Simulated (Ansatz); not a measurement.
Crystal: AlCu.

```
CELL_PARAMETERS angstrom
2.99751 0.00000 0.00000
0.00000 2.99751 0.00000
0.00000 0.00000 2.99751
ATOMIC_POSITIONS crystal
Cu 0.50000 0.50000 0.50000
Al 0.00000 0.00000 0.00000
```

The cell comes from a database or a generator and needn't be the stable form of this composition.

Program: Ansatz 0.2.0. Alike in all runs: task band structure; no spin polarisation; cell as given; k mesh 9 × 9 × 9; cutoff (eV) 233; smearing fermi-dirac 0.05 eV; basis error allowed 0.001 eV/atom.

Problem. Order these runs on this cell by their pressure, lowest first.
A. level PBEsol; potentials or basis all-electron LAPW, non-relativistic
B. level LDA; potentials or basis all-electron LAPW, scalar-relativistic
C. level PBEsol; potentials or basis all-electron LAPW, inner shells corrected to Dirac's equation

Solution. B (-8.5 GPa), C (-4.7 GPa), A (-2.7 GPa).

Not every run made on this cell is shown here.
